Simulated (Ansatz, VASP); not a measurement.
# Hf: VASP beside Ansatz

File INCAR:

```
ALGO     = Normal         # electronic algorithm
EDIFF    = 1E-7           # SCF threshold, eV
ENCUT    = 520            # plane-wave cutoff, eV
ISIF     = 2              # what is computed and relaxed
ISMEAR   = -1             # smearing method
LASPH    = T              # aspherical terms in the spheres
LCHARG   = F              # write CHGCAR
LREAL    = F              # projectors in reciprocal space
LWAVE    = F              # write WAVECAR
NBANDS   = 22             # bands
NELM     = 60             # most SCF steps
PREC     = Accurate       # precision mode
SIGMA    = 0.05           # smearing width, eV
```

Contents of KPOINTS:

```
k-points
0
Gamma
  6 6 9
```

POSCAR

```
Hf
1.0
    5.0596548321      0.0000000000      0.0000000000
   -2.5298274161      4.3817896190      0.0000000000
    0.0000000000      0.0000000000      3.1467619751
Hf
3
Direct
    0.0000000000      0.0000000000      0.0000000000
    0.3333333333      0.6666666667      0.5000000000
    0.6666666667      0.3333333333      0.5000000000
```

Contents of input.yaml:

```yaml
crystal:
  lattice:
    - [5.0596548321, 0.0, 0.0]
    - [-2.5298274161, 4.381789619, 0.0]
    - [0.0, 0.0, 3.1467619751]
  atoms:
    - { symbol: Hf, position: [0.0, 0.0, 0.0] }
    - { symbol: Hf, position: [0.3333333333, 0.6666666667, 0.5] }
    - { symbol: Hf, position: [0.6666666667, 0.3333333333, 0.5] }
kpoints:
  mp_grid: { grid: [6, 6, 9] }
scf:
  occupations: { method: fermi_dirac, width: 0.05 }
hamiltonian:
  xc: lda
  pseudopotentials: { kind: all_electron, lapw: { basis_error: 0.002 } }
output:
  forces: true
  stress: true
  eigenvalues: true
```

Change from the starting cell: volume scaled by 1.06.

Alike in both runs: task single point; functional LDA; k mesh 6 × 6 × 9; occupations fermi-dirac, width 0.05 eV; no spin polarisation.

```csv
,VASP,Ansatz
version,VASP 6.6.1,Ansatz 0.2.0
potentials or method,"VASP PAW LDA potentials, release 64 (Hf_pv)","all-electron LAPW, scalar-relativistic"
plane-wave cutoff (eV),520,see its input
```

Ansatz gave:

```
gap on the k mesh at the Fermi level (eV)       : none
pressure (GPa)                                  : -11.7
largest component of the traceless stress (GPa) : 0.53
```

Problem. What did VASP give for the same quantities?

Solution. gap on the k mesh at the Fermi level (eV): none; pressure (GPa): -11.7; largest component of the traceless stress (GPa): 0.63.

A gap of «none» marks a metal or a gap that the smearing closes. Ansatz ran all-electron here, so the differences hold the error of VASP's frozen core and of both bases.

The runs have no spin-orbit coupling, so splittings on Hf are missing.
